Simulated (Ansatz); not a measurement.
# Ideal shear of a crystal plane in Bi2Te3

Method: Ansatz 0.2.0, DFT PBE, scalar-relativistic, plane waves, PAW. Cutoff 420 eV, Γ-centred 9×9×1 k-points, Gaussian smearing of 0.05 eV. Spin–orbit coupling is left out, which can shift energies with elements as heavy as these. No spin polarisation. Energies are free energies at this smearing, counted from the undisturbed cell; pressure is positive in compression.

The undisturbed cell (relaxed at this level):

```
Bi Te
1.0
    -4.44655    0.00000    0.00000
    -2.22327   -3.85082    0.00000
     0.00000    0.00000   32.16867
Bi Te
6 9
Direct
  0.66667 0.66667 0.56389
  0.00000 0.00000 0.23056
  0.33333 0.33333 0.89722
  0.66667 0.66667 0.76948
  0.00000 0.00000 0.43614
  0.33333 0.33333 0.10281
  0.66667 0.66667 0.16668
  0.00000 0.00000 0.83335
  0.33333 0.33333 0.50002
  0.66667 0.66667 0.38272
  0.00000 0.00000 0.04938
  0.33333 0.33333 0.71605
  0.66667 0.66667 0.95065
  0.00000 0.00000 0.61732
  0.33333 0.33333 0.28398
```

The cell holds layers and no dispersion correction was added, so their binding is poorly described.

The cut lies on the cell's a–b face, a (0 0 1) plane (indices in the standard cell, whose axes needn't be the Cartesian ones shown) of area 17.12 Å², between layers 3.18 Å apart. Vector c is tilted by f times 1·a + 1·b (length 7.702 Å) with the atoms' Cartesian places fixed: one unrelaxed fault a cell. The traction is dγ/du, the slope of γ against the slip u in Å.

| f | γ (mJ/m²) | traction (GPa) |
| --- | --- | --- |
| 0.0000 | 0 | 0.0 |
| 0.0833 | 12 | 0.3 |
| 0.1667 | 27 | 0.1 |
| 0.2500 | 28 | -0.1 |
| 0.3333 | 22 | 0.0 |
| 0.4167 | 42 | 0.7 |
| 0.5000 | 115 | 1.6 |
| 0.5833 | 223 | 1.6 |
| 0.6667 | 279 | 0.0 |
| 0.7500 | 221 | -1.6 |
| 0.8333 | 105 | -1.7 |
| 0.9167 | 24 | -0.8 |

Task: Read off the first barrier and the stress needed to climb it, and compare with Frenkel's sinusoid.

Result: The traction changes sign between f = 0.167 and 0.250, so by linear interpolation the first maximum lies at f = 0.216, a slip of 1.67 Å, with γ ≈ 30 mJ/m², which stands in for the unstable fault energy γ_us, and the steepest sampled slope before it is 0.3 GPa. A sinusoid γ = γ_us sin²(πu/λ) with its maximum there has λ = 3.33 Å and a largest slope πγ_us/λ = 0.3 GPa (1 mJ/m² per Å = 0.01 GPa).

Task: Is there a metastable fault on this line?

Result: The samples dip to a local minimum of 22 mJ/m² at f = 0.333. If it survives relaxation and slip across the line, it is a planar fault that lets a dislocation split into partials, more widely the lower its energy (an antiphase boundary, where the slip puts unlike atoms in each other's places).

The cut is rigid; relaxing the faces lowers these energies and usually the stresses.

Cost: 12 runs of about 9.5 core-minutes in all, on AMD EPYC 9R45 (Zen 5) (shared hosts).